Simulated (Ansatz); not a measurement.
# HfC: competing structures

The calculation used DFT PBE, scalar-relativistic, plane waves, PAW (Ansatz 0.2.0). All cells share a 420 eV cutoff and Γ-centred k meshes spaced at most 0.3 Å⁻¹ (0.19 for metals, 2π included).

These are static lattice energies at zero pressure. Only the structures computed here compete, so a lower one can exist. For metals, differences of a few meV/atom aren't resolved. Spin–orbit coupling is left out. No run is spin-polarised.

```
#            started from         space group  atoms  V (Å³/atom)  ΔE (meV/atom)  gap on mesh (eV)
1           database cell     Fm-3m (No. 225)      2         12.6              0              0.00
2           database cell  P6_3/mmc (No. 194)      4         12.6            197              0.00
3  litharge type, changed    P4/nmm (No. 129)      4         13.9            823              0.00
4   caesium chloride type     Pm-3m (No. 221)      2         12.2           1360              0.00
```

The lowest structure: Space group Fm-3m (No. 225), cubic, a = 4.651 Å. Hf is coordinated by 6 C at 2.33 Å; C is coordinated by 6 Hf at 2.33 Å. Its energy against the elements is -0.92 eV/atom. The zero of energy is the lowest elemental structures computed at the same level; no fitted shifts are applied.

```cif
data_structure
_symmetry_space_group_name_H-M 'Fm-3m'
_symmetry_Int_Tables_number 225
_cell_length_a 4.6513
_cell_length_b 4.6513
_cell_length_c 4.6513
_cell_angle_alpha 90.000
_cell_angle_beta 90.000
_cell_angle_gamma 90.000
_cell_volume 100.63
loop_
_atom_site_label
_atom_site_type_symbol
_atom_site_symmetry_multiplicity
_atom_site_Wyckoff_symbol
_atom_site_fract_x
_atom_site_fract_y
_atom_site_fract_z
_atom_site_occupancy
Hf1 Hf 4 a 0.00000 0.00000 0.00000 1
C1 C 4 b 0.50000 0.00000 0.00000 1
```

The second: Space group P6_3/mmc (No. 194), hexagonal, a = 3.326 Å, c = 5.241 Å. Hf is coordinated by 6 C at 2.32 Å; C has 6 Hf at 2.32 Å and 2 C at 2.62 Å.